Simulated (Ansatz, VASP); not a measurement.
Two plane-wave programs on Ge

```
Ge
1.0
     0.00000    2.89772    2.89772
     2.89772    0.00000    2.89772
     2.89772    2.89772    0.00000
Ge
2
Direct
  0.50000 0.50000 0.50000
  0.75000 0.75000 0.75000
```

Alike in both runs: functional PBE; k mesh 12 × 12 × 12; occupations gaussian, width 0.1 eV; no spin polarisation.

Ansatz relaxed the structure, and its values are those at the end. VASP's run is a single point on that final structure, the one shown.

|  | VASP | Ansatz |
| --- | --- | --- |
| version | VASP 6.6.1 | Ansatz 0.2.0 |
| potentials or method | VASP PAW PBE potentials, release 64 (Ge_d) | scalar-relativistic, plane waves, PAW |
| plane-wave cutoff (eV) | 520 | 420 |
| valence electrons in the cell | 28 | 28 |

Ansatz gave:

* gap on the k mesh at the Fermi level (eV): none
* pressure (GPa): -1.0

**Question.** What did VASP give for the same quantities?

**Answer.** gap on the k mesh at the Fermi level (eV): none; pressure (GPa): -1.1.

A gap of «none» marks a metal or a gap that the smearing closes. With one functional, cell and mesh, what is left measures potentials, basis and numerics.
